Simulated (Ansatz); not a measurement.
Crystal: FeO (Wuestite).

```
Fe O
1.0
     0.00000    2.15540    2.15540
     2.15540    0.00000    2.15540
     2.15540    2.15540    0.00000
Fe O
1 1
Direct
  0.00000 0.00000 0.00000
  0.50000 0.50000 0.50000
```

* Program: Ansatz 0.2.0
* Task: relaxation of cell and atoms
* Functional: PBEsol
* Dispersion: D3(BJ)
* Potentials or basis: all-electron LAPW, scalar-relativistic
* Basis error allowed: 0.001 eV/atom
* k mesh: 11 × 11 × 11
* Occupations: fermi-dirac, width 0.05 eV
* Spin: collinear spin, ferromagnetic start
* Starting moments: [3.0, 0.0] μB

At the start: volume 10.01 Å³/atom.

Q: How do energy, volume and symmetry change on relaxing?

A: Over 5 steps the energy falls by 21.8 meV/atom and the volume is 9.43 Å³/atom (-5.8 %); space group Fm-3m (No. 225, to 0.05 Å); moment 4.00 μB per cell.

Step by step:
| step | energy change (eV) | largest force (eV/Å) | volume (Å³) |
| --- | --- | --- | --- |
| 1 | 0.0000 | 0.0000 | 20.03 |
| 2 | -0.0375 | 0.0000 | 19.28 |
| 3 | -0.0435 | 0.0000 | 18.81 |
| 4 | -0.0436 | 0.0000 | 18.86 |
| 5 | -0.0436 | 0.0000 | 18.86 |

Final structure:
```yaml
crystal:
  lattice:
    - [0.00000, 2.11274, 2.11274]
    - [2.11274, 0.00000, 2.11274]
    - [2.11274, 2.11274, 0.00000]
  atoms:
    - { symbol: Fe, position: [0.00000, 0.00000, 0.00000] }
    - { symbol: O, position: [0.50000, 0.50000, 0.50000] }
```

Caveat: a cell with one magnetic atom can't hold antiferromagnetic order, which such compounds often take.
